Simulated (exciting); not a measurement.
A run of exciting (release sodium):

Contents of input.xml:

```xml
<input>
  <title>PtSe2</title>
  <structure speciespath="./" tshift="false" cartesian="true">
    <crystal scale="1.88972612463">
      <basevect>3.724000000000 0.000000000000 0.000000000000</basevect>
      <basevect>-1.862000000000 3.225078603700 0.000000000000</basevect>
      <basevect>0.000000000000 0.000000000000 5.062000000000</basevect>
    </crystal>
    <species speciesfile="Pt.xml" rmt="2.3">
      <atom coord="0.000000000000 0.000000000000 0.000000000000"/>
    </species>
    <species speciesfile="Se.xml" rmt="2">
      <atom coord="3.518670044405 2.031505096925 7.174345232142"/>
      <atom coord="-0.000000000352 4.063010194459 2.391448410714"/>
    </species>
  </structure>
  <groundstate do="fromscratch" ngridk="4 4 3" rgkmax="9" gmaxvr="18" lmaxapw="10" lmaxmat="10" lmaxvr="8" xctype="LDA_vBH" stype="Gaussian" swidth="0.00499791" nempty="28" ValenceRelativity="iora*" epsengy="1e-05" epspot="1e-06" maxscl="60" tforce="true" outputlevel="normal">
    <spin spinorb="true"/>
  </groundstate>
  <properties>
    <chargedensityplot>
      <plot3d>
        <box grid="19 19 26">
          <origin coord="0 0 0"/>
          <point coord="1 0 0"/>
          <point coord="0 1 0"/>
          <point coord="0 0 1"/>
        </box>
      </plot3d>
    </chargedensityplot>
    <elfplot>
      <plot3d>
        <box grid="19 19 26">
          <origin coord="0 0 0"/>
          <point coord="1 0 0"/>
          <point coord="0 1 0"/>
          <point coord="0 0 1"/>
        </box>
      </plot3d>
    </elfplot>
    <exccplot>
      <plot3d>
        <box grid="19 19 26">
          <origin coord="0 0 0"/>
          <point coord="1 0 0"/>
          <point coord="0 1 0"/>
          <point coord="0 0 1"/>
        </box>
      </plot3d>
    </exccplot>
  </properties>
</input>
```

Potentials or basis: all-electron LAPW+lo, shipped species files, valence relativity iora*.

Command:

```sh
$ OMP_NUM_THREADS=1 exciting_smp
```

Hardware: 1 thread of Arm Neoverse V2, on a shared host.

Problem. How long does it take, and how much memory?

Solution. Run time: 6.5 min on 1 thread of Arm Neoverse V2 (shared host), peak memory 0.32 GiB. Counts: scf iterations 18, plane waves 638.
